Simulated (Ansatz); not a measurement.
# C (P6_3/mmc) in Ansatz: further runs, part 2 of 2

Ansatz 0.2.0.

**4. Band structure, PBEsol**

The COD entry that gives the cell may itself be a prediction, so a difference from it is no test against experiment.

File input.yaml:

```yaml
crystal:
  lattice:
    - [2.5221, 0.0, 0.0]
    - [-1.26105, 2.1842026709, 0.0]
    - [0.0, 0.0, 12.3557]
  atoms:
    - { symbol: C, position: [0.6666666667, 0.3333333333, 0.35417] }
    - { symbol: C, position: [0.3333333333, 0.6666666667, 0.85417] }
    - { symbol: C, position: [0.6666666667, 0.3333333333, 0.14583] }
    - { symbol: C, position: [0.3333333333, 0.6666666667, 0.64583] }
    - { symbol: C, position: [0.6666666667, 0.3333333333, 0.47917] }
    - { symbol: C, position: [0.3333333333, 0.6666666667, 0.97917] }
    - { symbol: C, position: [0.6666666667, 0.3333333333, 0.02083] }
    - { symbol: C, position: [0.3333333333, 0.6666666667, 0.52083] }
    - { symbol: C, position: [0.0, 0.0, 0.8125] }
    - { symbol: C, position: [0.0, 0.0, 0.3125] }
    - { symbol: C, position: [0.0, 0.0, 0.6875] }
    - { symbol: C, position: [0.0, 0.0, 0.1875] }
hamiltonian:
  xc: pbesol
  pseudopotentials: { kind: paw }
kpoints:
  mp_grid: { grid: [12, 12, 3] }
  band_path:
    path:
      - [[0.0, 0.0, 0.0], [0.5, 0.0, 0.0], [0.3333333333, 0.3333333333, 0.0], [0.0, 0.0, 0.0], [0.0, 0.0, 0.5], [0.5, 0.0, 0.5], [0.3333333333, 0.3333333333, 0.5], [0.0, 0.0, 0.5]]
      - [[0.5, 0.0, 0.5], [0.5, 0.0, 0.0]]
      - [[0.3333333333, 0.3333333333, 0.0], [0.3333333333, 0.3333333333, 0.5]]
    npoints: 10
scf:
  occupations: { method: fermi_dirac, width: 0.05 }
  n_extra_bands: 30
output:
  forces: true
  stress: true
  eigenvalues: true
  fatbands: false
  write_density: true
  write_potential: true
  elf: true
  volumetric_format: npy
```

Run with:

```bash
> ansatz run input.yaml --threads 4 --pin off --max-ram 11264MiB --backend cpu --events-out ev --progress --plain --runs-dir out
```

Wall time 5.5 s (4 threads of Intel Xeon at 2.70GHz, shared host); peak memory 0.52 GiB.

It converged, with:

```
Free energy             : -2959.9223 eV
Pressure                : -4.5 GPa
Largest force           : 0.338 eV/Å
Band gap on the k mesh  : 4.26 eV, indirect (least direct gap 5.25 eV)
Band gap along the path : 4.24 eV, indirect (least direct gap 5.25 eV)
```

Forces in eV/Å, atoms in the order of the input:
```
C    0.000  0.000  0.311
C    0.000  0.000  0.311
C    0.000  0.000 -0.311
C    0.000  0.000 -0.311
C    0.000  0.000 -0.027
C    0.000  0.000 -0.027
C    0.000  0.000  0.027
C    0.000  0.000  0.027
C    0.000  0.000  0.338
C    0.000  0.000  0.338
C    0.000  0.000 -0.338
C    0.000  0.000 -0.338
```

Stress tensor (GPa, compression positive):
```
-7.25  0.00  0.00
 0.00 -7.25  0.00
 0.00  0.00  1.02
```

Levels at the corners of the path, in eV from the valence-band top:
```
point  band 20  band 21  band 22  band 23  band 24  band 25  band 26  band 27  band 28  band 29
    Γ    -0.99    -0.99    -0.15     0.00     0.00     5.25     5.25     5.61     6.32     6.32
    M    -4.34    -4.09    -4.08    -3.66    -2.90     4.38     4.96     5.12     5.47     6.71
    K    -6.30    -6.10    -4.83    -4.57    -4.57     5.43     5.43     6.12     8.56     9.54
    Γ    -0.99    -0.99    -0.15     0.00     0.00     5.25     5.25     5.61     6.32     6.32
    A    -1.34    -0.33    -0.33    -0.33    -0.33     5.64     5.64     5.64     5.64     6.22
    L    -5.01    -3.79    -3.79    -3.26    -3.26     4.55     4.55     5.77     5.77     5.86
    H    -5.84    -5.36    -5.36    -4.80    -4.80     5.66     5.66     6.98     6.98     8.18
    A    -1.34    -0.33    -0.33    -0.33    -0.33     5.64     5.64     5.64     5.64     6.22
    L    -5.01    -3.79    -3.79    -3.26    -3.26     4.55     4.55     5.77     5.77     5.86
    M    -4.34    -4.09    -4.08    -3.66    -2.90     4.38     4.96     5.12     5.47     6.71
    K    -6.30    -6.10    -4.83    -4.57    -4.57     5.43     5.43     6.12     8.56     9.54
    H    -5.84    -5.36    -5.36    -4.80    -4.80     5.66     5.66     6.98     6.98     8.18
```

Caveat: the pressure holds a Pulay correction of +1.0 GPa for the finite cutoff; the PAW data sets come from PBE, with cores solved anew for the run's functional, which leaves a small shift of forces and pressure. Expect the measured gap to be larger: semilocal functionals such as PBEsol lack the derivative discontinuity.

**5. Band structure, RPBE**

Edit input.yaml of step 4 so:

```diff
@@ -19,3 +19,3 @@
 hamiltonian:
-  xc: pbesol
+  xc: rpbe
   pseudopotentials: { kind: paw }
@@ -37,5 +37 @@
   fatbands: false
-  write_density: true
-  write_potential: true
-  elf: true
-  volumetric_format: npy
```

Potentials or basis: Ansatz PAW.

Run with:

```bash
> ansatz run input.yaml --threads 4 --pin off --max-ram 11264MiB --backend cpu --events-out ev --progress --plain --runs-dir out
```

The program printed:

```text
Warning: RAYON_NUM_THREADS=4 ignored (pool sized by the plan → 4); use --threads N
scf.n_extra_bands = 30 over 24 filled bands (N_el = 48.0): the run solves 54 bands
Engine: ansatz 0.2.0, x86_64-unknown-linux-gnu
Pseudopotentials: kind: paw
Pseudopotential: C, paw, valence charge 4, recommended cutoff 420 eV (normal), C.paw.azcp
Functional definition: RPBE
  parameter kappa = 0.804
  parameter beta = 0.06672455060314922
  exchange = rpbe_x(kappa = kappa, mu = beta*pi^2/3)
  correlation = pbe_c(beta = beta)
Crystal: 12 atoms, lattice volume = 68.065 Å³
Basis set: ecut = 420 eV, 1355 PW (Γ), exchange–correlation on 36×36×180 points (8 copies of the dense FFT grid, shifted against one another)
Bands: 54, of which v1, the nominal top of the filled ones, is band 24 counted from 1 (23 counted from 0)
Symmetry: 24 space group operations
Space group: P63/mmc (ITA 194), of the structure as read, at distance tolerance 4.1e-5 Å
k-points: 38 of 432
Non-local potential: C, projectors of the file, l = 0: 2, l = 1: 2, l = 2: 1
PAW form: soft (Blöchl's): semilocal exchange-correlation on the pseudo side does not see the compensation charge
PAW frozen core: C, regenerated for the run's functional, and the local potential with it (the file was generated under x = pbe(κ = 0.804, μ = 0.2195149727645171), c = pbe(β = 0.06672455060314922))
PAW one-centre angular grid: C, 110 points (default); XC on 64 Gauss nodes
Initial density: superposition of atomic densities (neutral atoms: chi_scale 0, normalization atom), corrected by the library's trained network
Initial wavefunctions: pseudopotential atomic-orbital guess
Functional: x = rpbe, c = pbe(β = 0.06672455060314922)
SCF iter   1: F=—  HF=-3024.477014 eV  |F-HF|=—  |Δ(HF+E_count)|=         —  Δρ=5.03e-3  dr2=6.85e-3  ethr=1.77e-3  ⟨swp⟩=5.4  Hψ=9026  notcnv=0  defer=118
preconditioner: auto → none  [insulator: Δε(μ)=4.383 eV  Ē_g=21.590 eV  σ=0.050 eV  W_gap=1.00  n_scr=10 (ndim 8)  ℏωp=31.2 eV  f_vac=0.000  D(μ)=0.00/eV (n_scr^D=0)  ε∞_Penn≈3.1]
SCF iter   2: F=—  HF=-3024.476452 eV  |F-HF|=—  |Δ(HF+E_count)|=   5.62e-4  Δρ=2.32e-3  dr2=1.07e-3  ethr=1.43e-5  ⟨swp⟩=1.8  Hψ=2949  notcnv=0  defer=574
SCF iter   3: F=—  HF=-3024.476883 eV  |F-HF|=—  |Δ(HF+E_count)|=   4.31e-4  Δρ=3.94e-4  dr2=5.18e-5  ethr=2.23e-6  ⟨swp⟩=2.6  Hψ=2042  notcnv=0  defer=574
SCF iter   4: F=—  HF=-3024.476881 eV  |F-HF|=—  |Δ(HF+E_count)|=   2.35e-6  Δρ=6.72e-5  dr2=1.68e-6  ethr=1.08e-7  ⟨swp⟩=2.1  Hψ=1808  notcnv=0  defer=574
iter 5 did not close the SCF: its close was put off for the readings that it lacked (scf_convergence_deferred on its scf_iter line)
SCF iter   5: F=-3024.476882 eV  HF=-3024.476882 eV  |F-HF|=1.93e-8  |Δ(HF+E_count)|=   1.25e-6  Δρ=5.69e-6  dr2=1.10e-8  ethr=3.50e-9  ⟨swp⟩=2.0  Hψ=2006  notcnv=0  defer=574
SCF iter   6: F=-3024.476882 eV  HF=-3024.476882 eV  |F-HF|=3.41e-10  |Δ(HF+E_count)|=   2.20e-8  Δρ=6.22e-7  dr2=1.06e-10  ethr=2.29e-11  ⟨swp⟩=8.8  Hψ=10668  notcnv=0
SCF 1 converged in 6 iterations: F = -3024.476882 eV  dr2 = 1.06e-10
NSCF: frozen V_eff on 93 k-points
SCF converged after 6 iterations
Free energy (F): -3024.476882 eV
Harris-Foulkes:  -3024.476882 eV  (|F-HF|=3.41e-10)
Internal energy: -3024.476882 eV  (E = F + TS)
E sigma→0 (E₀):  -3024.476882 eV
Fermi energy:    15.682399 eV
--- Per-component energies (eV) ---
  E_band       = 212.188691
  E_kinetic    = 1106.349758
  E_local      = -728.144940  (includes V_loc(G=0)·N_el)
  E_nonlocal   = 312.867995
  E_hartree    = 161.214948
  E_xc         = -585.852962
  E_vxc        = -726.691498  (∫ρ·V_xc dr)
  E_paw        = -1204.011571  (= ΣΔE_a)
  E_vpaw       = -74.622513  (= ΣTr[D̂ρ^β])
  E_aug_tail   = 0.000100  (compensation charges beyond the density's cutoff)
  E_ewald      = -2086.722438
  E_core_change = -0.177773  (= ΣΔE_core)
  E_smearing   = -0.000000  (= −TS)
  E_closure    = 0.000000  (closes the sum)
  Σ components = -3024.476882   (vs F -3024.476882, Δ=0.00e0)
--- Forces (eV/Å), atoms counted from 1 ---
  atom   1  C     -0.00000000    -0.00000000     0.30813645
  atom   2  C     -0.00000000     0.00000000     0.30813645
  atom   3  C     -0.00000000    -0.00000000    -0.30813645
  atom   4  C     -0.00000000     0.00000000    -0.30813645
  atom   5  C     -0.00000000     0.00000000    -0.02665338
  atom   6  C      0.00000000    -0.00000000    -0.02665338
  atom   7  C     -0.00000000     0.00000000     0.02665338
  atom   8  C     -0.00000000    -0.00000000     0.02665338
  atom   9  C      0.00000000    -0.00000000     0.32929016
  atom  10  C     -0.00000000     0.00000000     0.32929016
  atom  11  C     -0.00000000    -0.00000000    -0.32929016
  atom  12  C     -0.00000000     0.00000000    -0.32929016
  max |Σ_I F_I| component: 2.22e-16 eV/Å
--- Stress (GPa, compression-positive) ---
        5.517013       0.000000       0.000000
        0.000000       5.517013       0.000000
        0.000000       0.000000      13.643295
  P = ⅓ Tr σ = 8.2258 GPa (82.258 kbar)
--- Band table (eV; the first three rows and the last of 38) ---
  k-point 0: bands = ["-8.1258", "-7.3801", "-7.3347", "-5.1148", "-5.0920", "-2.3418", "0.0199", "4.0161", "4.0594", "9.6369", "9.7123", "10.5543", "10.5543", "11.0049", "11.0049", "11.1616", "11.1616", "12.3956", "12.3956", "12.5394", "12.5394", "13.3799", "13.5307", "13.5307", "18.8428", "18.8428", "19.2100", "19.9201", "19.9201", "20.4308", "20.4308", "20.4977", "21.0518", "21.4093", "21.4807", "21.4807", "21.9582", "22.0526", "22.2172", "22.2172", "22.3601", "22.3601", "26.8496", "27.3544", "27.7670", "28.7024", "30.0069", "30.3331", "32.0942", "32.2439", "33.4985", "33.8742", "34.8433", "34.8433"]
  k-point 1: bands = ["-8.0401", "-7.7839", "-6.7642", "-6.0100", "-4.0683", "-2.9889", "0.8090", "2.3110", "5.8831", "7.7859", "10.6132", "10.6132", "10.7859", "10.7859", "11.4279", "11.4810", "11.4810", "11.9451", "11.9451", "12.8097", "12.9806", "12.9806", "13.3750", "13.3750", "19.0297", "19.0297", "19.4984", "19.4984", "19.5202", "20.1256", "20.8406", "20.8406", "21.2218", "21.2923", "21.2923", "21.3674", "21.9818", "22.0294", "22.2655", "22.2655", "22.3335", "22.3335", "26.9237", "27.1374", "28.0741", "28.4985", "30.1080", "30.2670", "32.1417", "32.2174", "33.5842", "33.7697", "34.9448", "35.0897"]
  k-point 2: bands = ["-7.9550", "-7.2108", "-7.1649", "-4.9504", "-4.9269", "-2.1897", "0.1761", "4.1367", "4.1809", "9.6207", "9.6875", "9.6997", "10.1734", "10.1955", "10.3308", "10.6774", "10.7974", "11.6339", "11.8031", "12.1375", "12.2433", "12.8154", "13.1123", "13.2698", "18.9358", "19.2363", "19.4798", "19.8443", "20.2825", "20.3681", "20.7999", "20.9523", "21.4197", "21.5936", "21.9579", "21.9986", "22.0966", "22.5294", "22.6131", "22.6556", "22.8268", "23.0866", "26.9705", "27.0317", "27.6966", "28.1373", "29.5581", "30.2127", "31.9940", "32.1641", "33.3720", "33.9782", "34.0621", "34.1155"]
  k-point 37: bands = ["-0.9168", "-0.9168", "-0.6946", "-0.6330", "-0.3961", "-0.3961", "1.6208", "1.6208", "1.8297", "2.1885", "2.6273", "2.6273", "4.0064", "4.0064", "4.4365", "5.1582", "5.4166", "5.4166", "7.5998", "7.5998", "7.8774", "8.4690", "8.8119", "8.8119", "19.3452", "19.3452", "20.2011", "21.2501", "21.9910", "21.9910", "24.6262", "24.7369", "24.7369", "25.8750", "25.8750", "25.9233", "26.4470", "26.4470", "27.0336", "27.1292", "27.3784", "27.3784", "27.6136", "27.7895", "27.7895", "28.0282", "28.9968", "28.9968", "29.8105", "29.8105", "30.9263", "31.4830", "32.9725", "32.9725"]
```

It took 4.7 s on 4 threads of Intel Xeon at 2.70GHz, shared host; peak memory 0.47 GiB.

What came out:

| Item | Value |
| --- | --- |
| Free energy | -3024.4769 eV |
| Pressure | 8.2 GPa |
| Largest force | 0.329 eV/Å |
| Band gap on the k mesh | 4.39 eV, indirect (least direct gap 5.31 eV) |
| Band gap along the path | 4.37 eV, indirect (least direct gap 5.31 eV) |

Forces in eV/Å, atoms in the order of the input:
```
C    0.000  0.000  0.308
C    0.000  0.000  0.308
C    0.000  0.000 -0.308
C    0.000  0.000 -0.308
C    0.000  0.000 -0.027
C    0.000  0.000 -0.027
C    0.000  0.000  0.027
C    0.000  0.000  0.027
C    0.000  0.000  0.329
C    0.000  0.000  0.329
C    0.000  0.000 -0.329
C    0.000  0.000 -0.329
```

Stress tensor (GPa, compression positive):
```
 5.52  0.00  0.00
 0.00  5.52  0.00
 0.00  0.00 13.64
```

Levels at the corners of the path, in eV from the valence-band top:
```
point  band 20  band 21  band 22  band 23  band 24  band 25  band 26  band 27  band 28  band 29
    Γ    -0.99    -0.99    -0.15     0.00     0.00     5.31     5.31     5.68     6.39     6.39
    M    -4.34    -4.08    -4.07    -3.65    -2.90     4.53     5.11     5.27     5.63     6.85
    K    -6.27    -6.05    -4.81    -4.56    -4.56     5.64     5.64     6.27     8.76     9.63
    Γ    -0.99    -0.99    -0.15     0.00     0.00     5.31     5.31     5.68     6.39     6.39
    A    -1.34    -0.33    -0.33    -0.33    -0.33     5.71     5.71     5.71     5.71     6.29
    L    -4.99    -3.78    -3.78    -3.25    -3.25     4.70     4.70     5.90     5.90     6.02
    H    -5.82    -5.34    -5.34    -4.79    -4.79     5.88     5.88     7.13     7.13     8.26
    A    -1.34    -0.33    -0.33    -0.33    -0.33     5.71     5.71     5.71     5.71     6.29
    L    -4.99    -3.78    -3.78    -3.25    -3.25     4.70     4.70     5.90     5.90     6.02
    M    -4.34    -4.08    -4.07    -3.65    -2.90     4.53     5.11     5.27     5.63     6.85
    K    -6.27    -6.05    -4.81    -4.56    -4.56     5.64     5.64     6.27     8.76     9.63
    H    -5.82    -5.34    -5.34    -4.79    -4.79     5.88     5.88     7.13     7.13     8.26
```

Caveat: the pressure holds a Pulay correction of +0.9 GPa for the finite cutoff; the PAW data sets come from PBE, with cores solved anew for the run's functional, which leaves a small shift of forces and pressure.

**6. Overview**

| level | gap on the mesh (eV) | pressure (GPa) | largest force (eV/Å) |
| --- | --- | --- | --- |
| revPBE | 4.38 | 6.7 | 0.33 |
| LDA | 4.36 | -12.8 | 0.34 |
| PBEsol | 4.26 | -4.5 | 0.34 |
| RPBE | 4.39 | 8.2 | 0.33 |

Alike in all rows: task band structure; potentials or basis Ansatz PAW; no spin polarisation; cell as given; k mesh 12 × 12 × 3; cutoff (eV) 420; smearing fermi-dirac 0.05 eV.

On the cell as given the gap runs from 4.24 eV (PBEsol) to 4.37 eV (RPBE). The pressure there spans -12.8 GPa (LDA) to 8.2 GPa (RPBE); a positive pressure means that this level wants a larger cell, a negative one a smaller.

Caveats: the PAW data sets come from PBE, with cores solved anew for the run's functional, which leaves a small shift of forces and pressure.

Total energies depend on the potentials used, so only differences within one code and one set of settings carry meaning.
